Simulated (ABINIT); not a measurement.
Ti in ABINIT: convergence with cutoff

The system is Ti.

```xyz
3
Lattice="4.5674 0.0000 0.0000 -2.2837 3.9555 0.0000 0.0000 0.0000 2.8262" Properties=species:S:1:pos:R:3 pbc="T T T"
Ti    2.2837    1.3185    1.4131
Ti    0.0000    2.6370    1.4131
Ti    0.0000    0.0000    0.0000
```

This isn't the form of Ti at room conditions, which is hcp.

```yaml
Program: ABINIT 10.8.3 (patched build)
Task: single point
Functional: PBE
Potentials_or_basis: PseudoDojo NC SR PBE v0.5 standard
Cutoff: 463 eV
k_mesh: 5 × 5 × 6
Occupations: methfessel-paxton, width 0.05 eV
Spin: no spin polarisation
```

These are the settings of the first run; the series varies cutoff, with any setting tied to it.

Hardware: 1 thread of Arm Neoverse V2 (shared host).

| cutoff | energy less the tightest run (meV/atom) | pressure (GPa) | SCF cycles | CPU time (s) | peak memory (GiB) |
| --- | --- | --- | --- | --- | --- |
| 17 Ha | 5584.77 | -147.09 | 17 | 19 | 0.06 |
| 21 Ha | 1983.73 | -70.92 | 28 | 38 | 0.06 |
| 25 Ha | 590.10 | -29.75 | 25 | 47 | 0.07 |
| 29.5 Ha | 116.64 | -8.14 | 35 | 90 | 0.08 |
| 35.5 Ha | 6.30 | -0.03 | 35 | 110 | 0.09 |
| 42 Ha | 0.50 | 0.74 | 26 | 110 | 0.11 |
| 48.5 Ha | 0.30 | 0.74 | 33 | 190 | 0.13 |
| 56.5 Ha | 0.15 | 0.74 | 40 | 270 | 0.14 |
| 67 Ha | 0.00 | 0.74 | 41 | 340 | 0.16 |

Against the tightest run, the energy stays within 1 meV/atom from 42 Ha on; the pressure stays within 0.1 GPa from 42 Ha on. The tightest run that finished is the yardstick and may itself not be fully converged.

Caveat, for the tightest run too: the k mesh is coarse (spacing up to 0.37 Å⁻¹), so the values aren't converged.
